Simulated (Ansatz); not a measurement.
Runs of Ansatz 0.2.0 on CoO. It takes space group Fm-3m (No. 225, cubic). Conventional cell: a = 4.263 Å, b = 4.263 Å, c = 4.263 Å, α = 90.00°, β = 90.00°, γ = 90.00°. Co (site symmetry m-3m) is surrounded by 6 O at 2.13 Å. O (site symmetry m-3m) is surrounded by 6 Co at 2.13 Å. 

```csv
task,level,cell,k mesh,smearing,mesh quality,gap on the mesh (eV),pressure (GPa),moment (μB),relaxed volume (Å³/atom)
relaxation of cell and atoms,PBEsol0,relaxed,6 × 6 × 6,fermi-dirac 0.05 eV,coarse,none,0.0,(c),8.97
relaxation of cell and atoms,BLYP+D4,relaxed,11 × 11 × 11,fermi-dirac 0.05 eV,not flagged,none,0.0,(a),9.59
single point,PBE,as given,11 × 11 × 11,gaussian 0.03 eV,not flagged,none,-1.6,2.98,-
relaxation of cell and atoms,BLYP+D3(BJ),relaxed,11 × 11 × 11,fermi-dirac 0.05 eV,not flagged,-,0.0,2.81,9.65
single point,PBE,as given,11 × 11 × 11,gaussian 0.029 eV,not flagged,none,-1.6,2.98,-
relaxation of cell and atoms,revPBE+D4,relaxed,11 × 11 × 11,fermi-dirac 0.05 eV,not flagged,none,0.0,2.90,(b)
```

Alike in all rows: potentials or basis Ansatz PAW; spin collinear, ferromagnetic start; cutoff (eV) 420.

Question: Fill in the values left out.

Answer: (a) 2.79; (b) 9.46; (c) 3.00.

Caveats: some runs use coarse meshes; a cell with one magnetic atom can't hold antiferromagnetic order, which such compounds often take; the plane-wave basis is chosen anew once the cell has moved, so the energies of steps on either side of that aren't comparable (some runs); the PAW data sets come from PBE, with cores solved anew for the run's functional, which leaves a small shift of forces and pressure (some runs); semilocal functionals often make such compounds metallic where correlation or magnetic order opens a gap, which also shifts bond lengths (some runs); pairwise dispersion overbinds metals, which lowers pressure and volume (some runs); the magnetic or orbital state may not be the lowest (some runs).

A gap of «none» marks a metal or a gap under the smearing width.
